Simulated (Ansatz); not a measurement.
**Cobalt, bcc under PBE: ground state and equation of state**

What does PBE give for cobalt in the bcc structure? We relax it, solve it on a dense k-mesh, switch on spin-orbit coupling, then scale the cell to 7 volumes from 88 to 112 % of the relaxed one and try a fit of the equation of state. The k-meshes are 16×16×16 for the relaxation; 26×26×26 for the dense run; 16×16×16 for spin-orbit coupling; 26×26×26 for the volumes.

This is Co in the bcc structure; at room conditions it is hcp.

Computed with Ansatz 0.2.0 (DFT PBE, plane waves (420 eV) with PAW, scalar-relativistic, unless a step says otherwise).

## (1) The starting structure

The structure is cubic, space group Im-3m (No. 229). The conventional cell has a = 2.808 Å, b = 2.808 Å, c = 2.808 Å, α = 90.00°, β = 90.00°, γ = 90.00°. Around Co (site symmetry m-3m) lie 8 Co at 2.43 Å.

Structure file:

```cif
data_structure
_symmetry_space_group_name_H-M 'P 1'
_symmetry_Int_Tables_number 1
_cell_length_a 2.4320
_cell_length_b 2.4320
_cell_length_c 2.4320
_cell_angle_alpha 109.471
_cell_angle_beta 109.471
_cell_angle_gamma 109.471
_cell_volume 11.07
loop_
_atom_site_label
_atom_site_type_symbol
_atom_site_fract_x
_atom_site_fract_y
_atom_site_fract_z
_atom_site_occupancy
Co1 Co 0.00000 0.00000 0.00000 1
```

## (2) Relaxation of the cell

Input file input.yaml:

```yaml
crystal:
  lattice:
    - [-1.4041371717, 1.4041371717, 1.4041371717]
    - [1.4041371717, -1.4041371717, 1.4041371717]
    - [1.4041371717, 1.4041371717, -1.4041371717]
  atoms:
    - { symbol: Co, position: [0.0, 0.0, 0.0] }
hamiltonian:
  xc: pbe
  pseudopotentials:
    kind: paw
    azcp:
      Co: "pseudopotentials/Co.paw.azcp"
basis:
  ecutwfc: 420
  fft_grid_basis: typed
kpoints:
  mp_grid: { grid: [16, 16, 16], shift: [0, 0, 0] }
magnetization:
  spin_polarized: false
scf:
  occupations: { method: fermi_dirac, width: 0.1 }
relax:
  max_steps: 60
  f_tol: 0.01
  cell: {}
```

After this run come: Single point on a dense mesh; With spin-orbit coupling; At 88 % of the relaxed volume; At 92 % of the relaxed volume; At 96 % of the relaxed volume; At 100 % of the relaxed volume; At 104 % of the relaxed volume; At 108 % of the relaxed volume; At 112 % of the relaxed volume.

Before running it: what results should come out? Wanted: space group; conventional cell; volume; shortest distance; gap on the mesh; relative to hcp, ferromagnetic; V₀, B₀, B₀′.

The runs gave:

| quantity | value |
| --- | --- |
| space group (spins left aside) | Im-3m (No. 229) |
| conventional cell | a = 2.766 Å |
| volume | 10.580 Å³/atom |
| shortest distance | 2.395 Å |
| gap on the mesh | none (levels filled in part) |
| relative to hcp, ferromagnetic | +442 meV/atom |
| V₀, B₀, B₀′ | 10.535 Å³/atom, 240 GPa, 4.7 |

In words: The relaxation shrank the cell by 4.5 % in volume. It lies 442 meV/atom above the element's reference form at the same level (hcp, ferromagnetic, from a run of its own); part of this is magnetic energy, as this run has no moments. No gap shows: it is a metal or semimetal at this level. Totals with and without spin-orbit coupling (-0.25 eV/atom apart) can't be read as binding, since the two-component data shift the zero of energy. The fitted modulus is 240 GPa. Relaxation kept the symmetry; phonons were not checked.
